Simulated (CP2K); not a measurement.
An input for CP2K 2026.2 (Rb):

The input rb_eos.inp:

```
&GLOBAL
  PROJECT rb_eos
  RUN_TYPE ENERGY_FORCE
  PRINT_LEVEL LOW
&END GLOBAL
&FORCE_EVAL
  METHOD QS
  STRESS_TENSOR ANALYTICAL
  &DFT
    BASIS_SET_FILE_NAME BASIS_MOLOPT
    POTENTIAL_FILE_NAME POTENTIAL_UZH
    &MGRID
      CUTOFF 675
      REL_CUTOFF 60
      NGRIDS 4
    &END MGRID
    &QS
      METHOD GPW
      EPS_DEFAULT 1.0E-9
    &END QS
    &KPOINTS
      SCHEME MONKHORST-PACK 7 7 7
      GAMMA_CENTERED T
      SYMMETRY T
      SYMMETRY_BACKEND SPGLIB
    &END KPOINTS
    &SCF
      SCF_GUESS ATOMIC
      EPS_SCF 1.0E-6
      MAX_SCF 100
      ADDED_MOS 8
      CHOLESKY OFF
      EPS_EIGVAL 1.0E-7
      &DIAGONALIZATION ON
        ALGORITHM STANDARD
      &END DIAGONALIZATION
      &MIXING ON
        METHOD BROYDEN_MIXING
        ALPHA 0.4
        BETA 1.5
        NBUFFER 8
      &END MIXING
      &SMEAR ON
        METHOD FERMI_DIRAC
        ELECTRONIC_TEMPERATURE [K] 1160.452
      &END SMEAR
    &END SCF
    &XC
      &XC_FUNCTIONAL
        &MGGA_XC_HLE17
        &END MGGA_XC_HLE17
      &END XC_FUNCTIONAL
      &VDW_POTENTIAL
        POTENTIAL_TYPE PAIR_POTENTIAL
        &PAIR_POTENTIAL
          TYPE DFTD3
          REFERENCE_FUNCTIONAL HLE17
          PARAMETER_FILE_NAME dftd3.dat
          R_CUTOFF 20
          D3_REFERENCE_CODE T
        &END PAIR_POTENTIAL
      &END VDW_POTENTIAL
    &END XC
    &PRINT
      &KPOINTS ON
      &END KPOINTS
      &MULLIKEN ON
        &EACH
          QS_SCF 0
          GEO_OPT 0
          CELL_OPT 0
          MD 0
        &END EACH
        ADD_LAST NUMERIC
      &END MULLIKEN
      &MO ON
        ENERGIES T
        OCCUPATION_NUMBERS T
        &EACH
          QS_SCF 0
          GEO_OPT 0
          CELL_OPT 0
          MD 0
        &END EACH
        ADD_LAST NUMERIC
      &END MO
    &END PRINT
  &END DFT
  &SUBSYS
    &CELL
      CELL_FILE_NAME Rb.cif
      CELL_FILE_FORMAT CIF
      PERIODIC XYZ
    &END CELL
    &TOPOLOGY
      COORD_FILE_NAME Rb.cif
      COORD_FILE_FORMAT CIF
      USE_ELEMENT_AS_KIND T
    &END TOPOLOGY
    &KIND Rb
      BASIS_SET DZVP-MOLOPT-SR-GTH-q9
      POTENTIAL GTH-SCAN-q9
    &END KIND
    &PRINT
      &ATOMIC_COORDINATES ON
      &END ATOMIC_COORDINATES
      &CELL ON
      &END CELL
      &SYMMETRY ON
      &END SYMMETRY
    &END PRINT
  &END SUBSYS
  &PRINT
    &FORCES ON
    &END FORCES
    &STRESS_TENSOR ON
    &END STRESS_TENSOR
  &END PRINT
&END FORCE_EVAL
```

File Rb.cif:

```cif
data_Rb
_cell_length_a 4.91794909
_cell_length_b 4.91794909
_cell_length_c 4.91794909
_cell_angle_alpha 109.47122063
_cell_angle_beta 109.47122063
_cell_angle_gamma 109.47122063
_space_group_name_H-M_alt 'P1'
_space_group_name_Hall 'P 1'
_space_group_IT_number 1
loop_
_space_group_symop_operation_xyz
'x,y,z'
loop_
_atom_site_label
_atom_site_type_symbol
_atom_site_symmetry_multiplicity
_atom_site_Wyckoff_symbol
_atom_site_fract_x
_atom_site_fract_y
_atom_site_fract_z
_atom_site_occupancy
Rb1 Rb 1 a 0.0000000000 0.0000000000 0.0000000000 1
```

Potentials or basis: POTENTIAL_UZH Rb GTH-SCAN-q9; DZVP-MOLOPT-SR-GTH basis.

Run with:

```console
$ OMP_NUM_THREADS=1 cp2k.psmp -i rb_eos.inp -o rb_eos.out
```

Question: Does this run start?

Answer: The run stopped without a result. It printed:

rb_eos.out:

```text

 CP2K| version string:                                       CP2K version 2026.2
 CP2K| Input file name                                                rb_eos.inp

 GLOBAL| Force Environment number                                              1
 GLOBAL| Basis set file name                                        BASIS_MOLOPT
 GLOBAL| Potential file name                                       POTENTIAL_UZH
 GLOBAL| MM Potential file name                                     MM_POTENTIAL
 GLOBAL| Coordinate file name                                             Rb.cif
 GLOBAL| Method name                                                        CP2K
[... 51 lines left out ...]
 *******************************************************************************
 *   ___                                                                       *
 *  /   \                                                                      *
 * [ABORT]                                                                     *
 *  \___/             Functional 'HLE17' not found in s-dftd3 library          *
 *    |                                                                        *
 *  O/|                                                                        *
 * /| |                                                                        *
 * / \                                             qs_dispersion_pairpot.F:226 *
 *******************************************************************************

 ===== Routine Calling Stack =====

            4 dftd3_param_from_library
            3 qs_dispersion_pairpot_init
            2 qs_init_subsys
            1 CP2K
```
